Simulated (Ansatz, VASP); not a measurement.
**ZrC in VASP and in Ansatz**

```
Zr C
1.0
     0.00000    2.39612    2.39612
     2.39612    0.00000    2.39612
     2.39612    2.39612    0.00000
Zr C
1 1
Direct
  0.50000 0.50000 0.50000
  0.00000 0.00000 0.00000
```

Change from the starting cell: volume scaled by 1.04.

Alike in both runs: task single point; functional PBE; k mesh 10 × 10 × 10; occupations fermi-dirac, width 0.05 eV; no spin polarisation.

```csv
,VASP,Ansatz
version,VASP 6.6.1,Ansatz 0.2.0
potentials or method,"VASP PAW PBE potentials, release 64 (Zr_sv, C)",Ansatz PAW
plane-wave cutoff (eV),520,420
valence electrons in the cell,16,16
```

|  | VASP | Ansatz | Ansatz less VASP |
| --- | --- | --- | --- |
| gap on the k mesh at the Fermi level (eV) | none | none | - |
| pressure (GPa) | -10.3 | -10.5 | -0.21 |

A gap of «none» marks a metal or a gap that the smearing closes.
